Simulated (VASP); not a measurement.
AlN, 2 atoms in the cell. Symmetry: Fm-3m, No. 225, cubic system. Conventional cell: a = 4.071 Å, b = 4.071 Å, c = 4.071 Å, α = 90.00°, β = 90.00°, γ = 90.00°. Around Al (site symmetry m-3m) lie 6 N at 2.04 Å. Around N (site symmetry m-3m) lie 6 Al at 2.04 Å. The cell was built by a generator and needn't be a form met in nature.

| Item | Value |
| --- | --- |
| Program | VASP 6.6.1 |
| Task | density of states |
| Functional | PBE |
| Potentials or basis | VASP PAW PBE potentials, release 64 (Al, N) |
| Cutoff | 520 eV |
| k mesh | 10 × 10 × 10 |
| Occupations | gaussian, width 0.02 eV |
| Spin | no spin polarisation |
| Dipole correction | no |
| k mesh for the DOS | 15 × 15 × 15 |
| Occupations for the DOS | tetrahedron |
| Further INCAR settings | ALGO = Normal; EDIFF = 1e-06 |

Potentials or basis: VASP PAW PBE potentials, release 64 (Al, N).

Command:

```sh
$ cat potpaw_PBE.64/Al/POTCAR potpaw_PBE.64/N/POTCAR > POTCAR
$ cp INCAR.step1 INCAR
$ cp KPOINTS.step1 KPOINTS
$ mpirun -np 1 vasp_std > vasp.out
$ cp INCAR.step2 INCAR
$ cp KPOINTS.step2 KPOINTS
$ mpirun -np 1 vasp_std > vasp.out
```

Hardware: 1 thread of Intel(R) Xeon(R) Platinum 8488C (Sapphire Rapids), with other jobs on the host.

How long does it take, and how much memory?

It took 10 s on 1 thread of Intel(R) Xeon(R) Platinum 8488C (Sapphire Rapids) (shared host), peak memory 0.13 GiB. Counts: scf iterations 6, k points 120.
